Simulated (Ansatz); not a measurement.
BeO:
```yaml
crystal:
  lattice:
    - [2.66455, 0.00000, 0.00000]
    - [-1.33227, 2.30756, 0.00000]
    - [0.00000, 0.00000, 4.32935]
  atoms:
    - { symbol: Be, position: [0.66667, 0.33333, 0.00024] }
    - { symbol: Be, position: [0.33333, 0.66667, 0.50024] }
    - { symbol: O, position: [0.66667, 0.33333, 0.37776] }
    - { symbol: O, position: [0.33333, 0.66667, 0.87776] }
```

Tensor components refer to the Cartesian frame of this cell.

**Question.** Give the high-frequency dielectric tensor and the Born effective charge tensors of the independent atoms from DFPT, the program Ansatz at the LDA level (PAW).

**Answer.** 
ε∞:
```
3.08  0.00  0.00
0.00  3.08  0.00
0.00  0.00  3.14
```
Z* of atom 1 (Be), rows: field, columns: displacement, in e:
```
1.77  0.00  0.00
0.00  1.77  0.00
0.00  0.00  1.83
```
Z* of atom 3 (O), rows: field, columns: displacement, in e:
```
-1.77   0.00   0.00
 0.00  -1.77   0.00
 0.00   0.00  -1.83
```

Space group P6_3mc (wurtzite). Symmetry was held in the LDA relaxation.

Potentials: the later of the program's two PAW sets.
